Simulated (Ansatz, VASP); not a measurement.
Al in VASP and in Ansatz

```xyz
1
Lattice="0.0000 2.0543 2.0543 2.0543 0.0000 2.0543 2.0543 2.0543 0.0000" Properties=species:S:1:pos:R:3 pbc="T T T"
Al    0.0000    0.0000    0.0000
```

Change from the starting cell: strain +0.015 along x and y, +0.015 along z, atoms carried along.

Alike in both runs: task single point; functional PBE; dispersion D3(BJ); k mesh 20 × 20 × 20; occupations gaussian, width 0.15 eV; no spin polarisation.

|  | VASP | Ansatz |
| --- | --- | --- |
| version | VASP 6.6.1 | Ansatz 0.2.0 |
| potentials or method | VASP PAW PBE potentials, release 64 (Al) | scalar-relativistic, plane waves, PAW |
| plane-wave cutoff (eV) | 520 | 420 |
| valence electrons in the cell | 3 | 3 |

|  | VASP | Ansatz | Ansatz less VASP |
| --- | --- | --- | --- |
| gap on the k mesh at the Fermi level (eV) | none | none | - |
| pressure (GPa) | -6.5 | -6.5 | +0.03 |

A gap of «none» marks a metal or a gap that the smearing closes.

Caveats: pairwise dispersion overbinds metals, which lowers pressure and volume.
